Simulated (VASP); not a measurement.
Here is a VASP 6.6.1 calculation.

Contents of INCAR:

```
SYSTEM = InAs
PREC = Accurate
ENCUT = 520
EDIFF = 1E-7
ISMEAR = 0
SIGMA = 0.03
LREAL = .False.
LASPH = .True.
NELM = 80
ALGO = Fast
ISIF = 2
LWAVE = .False.
LCHARG = .False.
MAGMOM = 0 0 0 0 0 0
LORBIT = 11
LSORBIT = .True.
GGA_COMPAT = .False.
GGA = PE
NBANDS = 30
KPAR = 4
```

Contents of KPOINTS:

```
Automatic mesh
0
Gamma
  10 10 10
  0 0 0
```

The input POSCAR:

```
InAs                                    
1.0
    0.0000000000      3.0454540631      3.0454540631
    3.0454540631      0.0000000000      3.0454540631
    3.0454540631      3.0454540631      0.0000000000
  In              As            
     1     1
Direct
     0.0000000000000000    0.0000000000000000    0.0000000000000000
     0.2500000000000000    0.2500000000000000    0.2500000000000000
```

Contents of KPOINTS_OPT:

```
explicit points
302
Reciprocal
 0.0000000000  0.0000000000  0.0000000000 1
 0.0263157895  0.0000000000  0.0263157895 1
 0.0526315789  0.0000000000  0.0526315789 1
 0.0789473684  0.0000000000  0.0789473684 1
 0.1052631579  0.0000000000  0.1052631579 1
 0.1315789474  0.0000000000  0.1315789474 1
[... 294 lines left out ...]
 0.5118875500  0.0237751000  0.5118875500 1
 0.4881124500 -0.0237751000  0.4881124500 1
```

Potentials or basis: VASP PAW PBE potentials, release 64 (In_d, As).

The run is started by

```sh
$ cat potpaw_PBE.64/In_d/POTCAR potpaw_PBE.64/As/POTCAR > POTCAR
$ mpirun -np 4 vasp_ncl > vasp.out
```

Task: What does it give for the pressure?

Result: 2.6 GPa.
